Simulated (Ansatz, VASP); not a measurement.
# Rh in VASP and in Ansatz

The input INCAR:

```
ALGO = Normal ; EDIFF = 1E-7
ENCUT = 520 ; GGA = PE
ISIF = 2 ; ISMEAR = 0
LASPH = T ; LCHARG = F
LREAL = F ; LWAVE = F
NBANDS = 14 ; NELM = 100
PREC = Accurate ; SIGMA = 0.15
```

KPOINTS

```
k-points
0
Gamma
  20 20 20
```

File POSCAR:

```
Rh
1.0
    0.0000000000      1.9661843218      1.9150524221
    1.9661843218      0.0000000000      1.9150524221
    1.9661843218      1.9661843218      0.0000000000
Rh
1
Direct
    0.0000000000      0.0000000000      0.0000000000
```

Input for Ansatz:

```yaml
crystal:
  lattice:
    - [0.0, 1.9661843218, 1.9150524221]
    - [1.9661843218, 0.0, 1.9150524221]
    - [1.9661843218, 1.9661843218, 0.0]
  atoms:
    - { symbol: Rh, position: [0.0, 0.0, 0.0] }
basis:
  ecutwfc: 420
kpoints:
  mp_grid: { grid: [20, 20, 20] }
hamiltonian:
  xc: pbe
  pseudopotentials: { kind: paw, azcp: { folder: soft_1 } }
scf:
  occupations: { method: gaussian, width: 0.15 }
output:
  forces: true
  stress: true
  eigenvalues: true
```

Change from the starting cell: engineering shear strain xy +0.0000, equal normal strain along x and y +0.0267.

Alike in both runs: task single point; functional PBE; k mesh 20 × 20 × 20; occupations gaussian, width 0.15 eV; no spin polarisation.

```csv
,VASP,Ansatz
version,VASP 6.6.1,Ansatz 0.2.0
potentials or method,"VASP PAW PBE potentials, release 64 (Rh_pv)","scalar-relativistic, plane waves, PAW"
plane-wave cutoff (eV),520,420
valence electrons in the cell,15,17
```

VASP gave:

```
gap on the k mesh at the Fermi level (eV)       : none
pressure (GPa)                                  : -11.6
largest component of the traceless stress (GPa) : 3.35
```

What did Ansatz give for the same quantities?

gap on the k mesh at the Fermi level (eV): none; pressure (GPa): -11.6; largest component of the traceless stress (GPa): 3.36.

A gap of «none» marks a metal or a gap that the smearing closes. The two sets of potentials don't hold the same shells in valence.
